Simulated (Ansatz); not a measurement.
## PBE against r2SCAN: KF, isotropic strain −5.94 %

Take KF in the rock salt structure (space group Fm-3m, No. 225; a = 5.421 Å) as the base.

(Cell as relaxed with PBE.)

Levels (all Ansatz, a first-principles code, PAW): PBE (420 eV, no SOC); r2SCAN (500 eV, no spin-orbit coupling).

Each level relaxes its own structure.

| base | PBE | r2SCAN |
|---|---|---|
| volume per atom | 19.91 Å³ | 18.80 Å³ |
| lattice parameter a | 5.421 Å | 5.318 Å |
| band gap | 5.96 eV | 6.91 eV |

Perturbation: an isotropic linear strain of −5.94 %, atoms relaxed at fixed cell.

```tsv
quantity	PBE	r2SCAN
electron mass	0.53 mₑ (at Γ)	0.52 mₑ (at Γ)
energy relative to the base (free energy F)	+72 meV/atom	+84 meV/atom
shift of the gap caused by the change	+1.03 eV	+1.10 eV
pressure	83.1 kbar	102.2 kbar
```

PBE's energy relative to the base lies 11 meV/atom below r2SCAN's; PBE's shift of the gap caused by the change lies 0.07 eV below r2SCAN's; PBE's pressure lies 19.17 kbar below r2SCAN's. Neither level is exact; r2SCAN is the comparison here, not a measurement.

Masses are band curvatures over ±0.01 Å⁻¹ around the edge. Whether these cells are dynamically stable was not tested.
